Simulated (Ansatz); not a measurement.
```yaml
crystal:
  lattice:
    - [0.00000, 3.08914, 3.08914]
    - [3.08914, 0.00000, 3.08914]
    - [3.08914, 3.08914, 0.00000]
  atoms:
    - { symbol: Br, position: [0.00000, 0.00000, 0.00000] }
    - { symbol: Na, position: [0.50000, 0.50000, 0.50000] }
```

No spin polarisation.

All numbers come from Kohn–Sham DFT with the PBEsol functional, run in Ansatz (an electronic-structure program) with PAW and 420 eV plane waves, no SOC. k-mesh 10×10×10 (Γ-centred); smearing 0.05 eV (Fermi–Dirac).

### Question
Predict the band gap, hole mass and electron mass.

### Answer
The band gap comes out as 3.75 eV and the hole mass (degenerate bands, along [100]) is 0.52, 2.5, 2.5 mₑ (at Γ). The electron mass is 0.33 mₑ (at Γ).

Load acts through the strain it causes; cell and atoms are relaxed under it. Masses are band curvatures over ±0.01 Å⁻¹ around the edge. No phonon test of stability was made. The cell was made from NaBr in the rock salt structure (space group Fm-3m, No. 225) by this change: pressure −2 GPa.
